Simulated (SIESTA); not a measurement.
# Te2Mo under changes of volume

One of the cells (64.121 Å³/atom); the others are scaled copies at fixed shape and fractional positions:

```
Te Mo
1.0
     3.56023    0.00000    0.00000
    -1.78012    3.08325    0.00000
     0.00000    0.00000   17.52406
Te Mo
2 1
Direct
  0.33333 0.66667 0.10214
  0.33333 0.66667 0.89786
  0.00000 0.00000 0.00000
```

* Program: SIESTA 5.4.2
* Functional: PBEsol
* Potentials or basis: PseudoDojo 0.4 standard (PBEsol files)
* Basis: DZP (energy shift 0.003 Ry; two zetas on semicore shells)
* Grid cutoff: 800 Ry
* Energy shift: 0.003 Ry
* k mesh: 9 × 9 × 2
* Occupations: fermi-dirac, width 0.05 eV
* Spin: no spin polarisation

```csv
volume (Å³/atom),energy over the lowest point (meV/atom),gap on the mesh (eV),largest force (eV/Å)
60.274,?,?,?
61.556,14.36,1.08,0.984
62.839,3.58,1.05,0.639
64.121,0.00,1.02,0.330
65.404,2.83,0.99,0.028
66.686,11.45,0.96,0.251
67.968,25.34,0.93,0.490
```

Q: What does the run at 60.274 Å³/atom give?

A: Energy over the lowest point 33.12 meV/atom; gap on the mesh 1.12 eV; largest force 1.369 eV/Å.

Worked out: A Birch-Murnaghan fit of order 3 (a polynomial in V^(-2/3)) to the other rows has its minimum at 64.18 Å³/atom with B0 = V·E''(V) = 40 GPa and B' = 4.2 at fixed shape and positions, which overstates the stiffness. It gives 33.04 meV/atom at 60.274 Å³/atom, against the run's 33.12. A straight line through the other rows of the gap, of slope -1.51 eV per unit of ln V (its deformation potential), extrapolates to 1.11 eV, against the run's 1.12.

Energies are extrapolated to zero smearing.

Caveats: spin-orbit coupling is left out, which moves the levels of the heavy elements; the basis of atomic orbitals isn't converged, which shifts pressures, moduli and gaps.

A mesh can miss the band edges.
